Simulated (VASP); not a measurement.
Calculation: revPBE GGA, VASP's PBE PAW potentials (set 64) (plane waves; VASP).

VASP ran on this input.

INCAR:
```
# general
SYSTEM =NaBr
PREC   =Accurate
ENCUT  =300
LREAL  =.FALSE.   # projection in real space or not
LASPH  =.TRUE.

# electronic loop
EDIFF  =1E-6   # SCF stop (eV)
NELM   =100   # most electronic steps
ALGO   =Normal
LMAXMIX=4

# smearing
ISMEAR =-1   # Fermi-Dirac
SIGMA  =0.2

# functional
GGA    =RE

# ions
ISIF   =2   # forces and stress, cell fixed

# output
LWAVE  =.FALSE.
LCHARG =.FALSE.
```

File POSCAR:
```
NaBr
3.0157360
  0.0000000000   1.0000000000   1.0000000000
  1.0000000000   0.0000000000   1.0000000000
  1.0000000000   1.0000000000   0.0000000000
Na Br
1 1
direct
  0.0000000000   0.0000000000   0.0000000000
  0.5000000000   0.5000000000   0.5000000000
```

**KPOINTS**
```
Automatic mesh
0
Gamma
4 4 4
0 0 0
```

POTCAR, in this order: Na_pv Br (PBE.64 set). Program: vasp_std.

The run wrote:

### OSZICAR
```
       N       E                     dE             d eps       ncg     rms          rms(c)
DAV:   1     0.705922623307E+02    0.70592E+02   -0.53711E+03   192   0.793E+02
DAV:   2     0.163568112723E+00   -0.70429E+02   -0.67524E+02   182   0.219E+02
DAV:   3    -0.579871858077E+01   -0.59623E+01   -0.59436E+01   215   0.668E+01
DAV:   4    -0.589386232612E+01   -0.95144E-01   -0.95116E-01   194   0.936E+00
DAV:   5    -0.589528829513E+01   -0.14260E-02   -0.14259E-02   208   0.114E+00    0.179E+00
DAV:   6    -0.577639690726E+01    0.11889E+00   -0.20649E-01   203   0.263E+00    0.115E+00
DAV:   7    -0.577106081747E+01    0.53361E-02   -0.10847E-01   197   0.203E+00    0.626E-01
DAV:   8    -0.577921804143E+01   -0.81572E-02   -0.12553E-02   179   0.101E+00    0.114E-01
DAV:   9    -0.577927316249E+01   -0.55121E-04   -0.15096E-04   206   0.117E-01    0.697E-02
DAV:  10    -0.577946755562E+01   -0.19439E-03   -0.33050E-04   179   0.153E-01    0.191E-02
DAV:  11    -0.577946940827E+01   -0.18526E-05   -0.12027E-05   200   0.366E-02    0.190E-03
DAV:  12    -0.577947088973E+01   -0.14815E-05   -0.22853E-06   188   0.136E-02    0.105E-03
DAV:  13    -0.577947093305E+01   -0.43317E-07   -0.29995E-07   172   0.433E-03
   1 F= -.57794709E+01 E0= -.57794633E+01  d E =-.152856E-04
```

OUTCAR:
```
------------------------ aborting loop because EDIFF is reached ----------------------------------------
  FORCE on cell =-STRESS in cart. coord.  units (eV):
  Direction    XX          YY          ZZ          XY          YZ          ZX
  --------------------------------------------------------------------------------------
  Total        0.4546677      0.4546677      0.4546677      0.0000000      0.0000000     -0.0000000
  in kB       13.2798972     13.2798972     13.2798972      0.0000000      0.0000000     -0.0000000
  external PRESSURE =      13.2798972 kB  Pullay stress =       0.0000000 kB
  volume of cell :       54.85
      direct lattice vectors                 reciprocal lattice vectors
     0.000000000  3.015736000  3.015736000    -0.165797006  0.165797006  0.165797006
     3.015736000  0.000000000  3.015736000     0.165797006 -0.165797006  0.165797006
     3.015736000  3.015736000  0.000000000     0.165797006  0.165797006 -0.165797006
 POSITION                                       TOTAL-FORCE (eV/Angst)
 -----------------------------------------------------------------------------------
      0.00000      0.00000      0.00000        -0.000000     -0.000000     -0.000000
      3.01574      3.01574      3.01574         0.000000      0.000000      0.000000
 -----------------------------------------------------------------------------------
    total drift:                                0.000000     -0.000000     -0.000000
  FREE ENERGIE OF THE ION-ELECTRON SYSTEM (eV)
  ---------------------------------------------------
  free  energy   TOTEN  =        -5.7794709330 eV

  energy  without entropy=       -5.7794556474  energy(sigma->0) =       -5.77946329
```
(Selected blocks of OUTCAR.)

File OUTCAR:
```
 val. band max:       -0.8033093685   @ k =   0.0000   0.0000   0.0000

 cond. band min:       3.5153306749   @ k =   0.0000   0.0000   0.0000


 Fermi energy:         1.6691301446

 k-point     1 :       0.0000    0.0000    0.0000
  band No.  band energies     occupation
      1     -22.4273      2.00000
      2     -22.4272      2.00000
      3     -22.4272      2.00000
      4     -13.5021      2.00000
      5      -0.8033      1.99999
      6      -0.8033      1.99999
      7      -0.8033      1.99999
      8       3.5153      0.00020
      9       9.1330      0.00000
     10       9.1330      0.00000
     11       9.1330      0.00000

 k-point     2 :       0.2500    0.0000    0.0000
  band No.  band energies     occupation
      1     -22.4335      2.00000
      2     -22.4277      2.00000
      3     -22.4277      2.00000
      4     -13.3799      2.00000
      5      -1.9175      2.00000
      6      -0.9340      2.00000
      7      -0.9339      2.00000
      8       4.9637      0.00000
      9       8.2483      0.00000
     10       9.2882      0.00000
     11       9.2883      0.00000

 k-point     3 :       0.5000    0.0000    0.0000
  band No.  band energies     occupation
      1     -22.4396      2.00000
      2     -22.4282      2.00000
      3     -22.4281      2.00000
      4     -13.2515      2.00000
      5      -2.7147      2.00000
      6      -1.0561      2.00000
      7      -1.0561      2.00000
      8       5.5483      0.00000
      9       8.7980      0.00000
     10       8.7981      0.00000
     11       9.0984      0.00000

 k-point     4 :       0.2500    0.2500    0.0000
  band No.  band energies     occupation
      1     -22.4324      2.00000
      2     -22.4291      2.00000
      3     -22.4290      2.00000
      4     -13.3475      2.00000
      5      -1.8753      2.00000
      6      -1.1332      2.00000
      7      -1.1332      2.00000
      8       5.4378      0.00000
      9       7.3349      0.00000
...
```

At this cut-off the stress carries a Pulay error, which pulls relaxed volumes low.

The structure comes from a computed database's NaBr entry; how it stands against other phases isn't given here. The cell was not relaxed at this level. The k-mesh is coarse (spacing up to 0.45 per Å, 2π included), so the numbers may not be converged in it. The run is one of a series of settings (SIGMA = 0.2, KPOINTS 4×4×4 Γ-centred mesh against the base run), some of them coarse on purpose.
